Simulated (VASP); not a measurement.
# CdSe (Cadmoselite): Wannier functions by SCDM with PBE

Crystal: CdSe (Cadmoselite).

```xyz
4
Lattice="4.3000 0.0000 0.0000 -2.1500 3.7239 0.0000 0.0000 0.0000 7.0200" Properties=species:S:1:pos:R:3 pbc="T T T"
Cd    2.1500    1.2413    3.5100
Cd    0.0000    2.4826    0.0000
Se    2.1500    1.2413    6.2127
Se    0.0000    2.4826    2.7027
```

```json
{"Program": "VASP 6.6.1", "Task": "Wannier functions by SCDM", "Functional": "PBE", "Potentials or basis": "VASP PAW PBE potentials, release 64 (Cd, Se)", "Cutoff": "520 eV", "k mesh": "4 × 4 × 2", "Occupations": "gaussian, width 0.02 eV", "Spin": "no spin polarisation", "Further INCAR settings": "ALGO = Fast; EDIFF = 1e-07; ISYM = -1"}
```

```
Band gap on the k mesh        : 0.70 eV, direct
Band gap along the path       : 0.70 eV, direct
RMS miss of the Wannier bands : 0.180 eV
```

Levels at the corners of the path, in eV from the valence-band top:
```tsv
point	band 15	band 16	band 17	band 18	band 19	band 20	band 21	band 22
Γ	-0.72	-0.01	0.00	0.00	0.70	2.11	5.87	5.87
M	-2.57	-1.86	-1.24	-0.83	3.23	3.30	4.80	6.16
M	-2.57	-1.86	-1.24	-0.83	3.23	3.30	4.80	6.16
K	-3.07	-1.80	-1.80	-1.79	4.38	4.80	4.80	7.06
K	-3.07	-1.80	-1.80	-1.79	4.38	4.80	4.80	7.07
Γ	-0.72	-0.01	0.00	0.00	0.70	2.11	5.87	5.87
Γ	-0.72	-0.01	0.00	0.00	0.70	2.11	5.87	5.87
A	-0.37	-0.37	-0.37	-0.37	2.33	2.33	5.83	5.83
A	-0.37	-0.37	-0.37	-0.37	2.33	2.33	5.83	5.83
L	-1.38	-1.38	-1.29	-1.29	2.98	2.98	4.77	4.77
L	-1.38	-1.38	-1.29	-1.29	2.98	2.98	4.77	4.77
H	-2.49	-2.49	-1.06	-1.06	3.79	3.79	5.92	5.92
H	-2.49	-2.49	-1.06	-1.06	3.79	3.79	5.92	5.92
A	-0.37	-0.37	-0.37	-0.37	2.33	2.33	5.83	5.83
L	-1.38	-1.38	-1.29	-1.29	2.98	2.98	4.77	4.77
M	-2.57	-1.86	-1.24	-0.83	3.23	3.30	4.80	6.16
K	-3.07	-1.80	-1.80	-1.79	4.38	4.80	4.80	7.08
H	-2.49	-2.49	-1.06	-1.06	3.79	3.79	5.92	5.92
```

It took 87 s on 1 thread of Intel(R) Xeon(R) 6975P-C (Granite Rapids), with other jobs on the host, peak memory 0.3 GiB.

Caveat: the k mesh is coarse (spacing up to 0.45 Å⁻¹), so the values aren't converged. PBE gaps usually lie below the measured ones, often by a third to a half.
